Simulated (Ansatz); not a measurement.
Crystal: SnO.

```xyz
4
Lattice="3.8137 0.0000 0.0000 0.0000 3.8137 0.0000 0.0000 0.0000 4.8869" Properties=species:S:1:pos:R:3 pbc="T T T"
Sn    1.9068    0.0000    3.7367
Sn    0.0000    1.9068    1.1503
O     0.0000    0.0000    0.0000
O     1.9068    1.9068    0.0000
```

The cell is a database's computed one.

* Program: Ansatz 0.2.0
* Task: relaxation of cell and atoms
* Functional: PBE
* Potentials or basis: SPMS NC
* Cutoff: 1034 eV (not typed: the program's choice for these potentials)
* k mesh: 7 × 7 × 6
* Occupations: fermi-dirac, width 0.05 eV
* Spin: no spin polarisation

At the start: volume 17.77 Å³/atom.

Q: Where does the relaxation end?

A: It ends after 8 steps and the volume is 18.97 Å³/atom (+6.7 %); space group P4/nmm (No. 129, to 0.05 Å).

The path:
```csv
step,energy change (eV),largest force (eV/Å),volume (Å³)
1,0.0000,0.3498,71.08
2,-0.0262,0.1803,75.74
3,-0.0294,0.0912,75.04
4,-0.0298,0.0003,75.15
5,-0.0374,0.0005,75.15
6,-0.0371,0.0004,75.69
7,-0.0369,0.0004,75.87
8,-0.0379,0.0003,75.87
```

Final structure:
```cif
data_structure
_symmetry_space_group_name_H-M 'P 1'
_symmetry_Int_Tables_number 1
_cell_length_a 3.8751
_cell_length_b 3.8751
_cell_length_c 5.0527
_cell_angle_alpha 90.000
_cell_angle_beta 90.000
_cell_angle_gamma 90.000
_cell_volume 75.87
loop_
_atom_site_label
_atom_site_type_symbol
_atom_site_fract_x
_atom_site_fract_y
_atom_site_fract_z
_atom_site_occupancy
Sn1 Sn 0.50000 0.00000 0.77132 1
Sn2 Sn 0.00000 0.50000 0.22868 1
O1 O 0.00000 0.00000 0.00000 1
O2 O 0.50000 0.50000 0.00000 1
```

Caveat: the plane-wave basis is chosen anew once the cell has moved, so the energies of steps on either side of that aren't comparable.
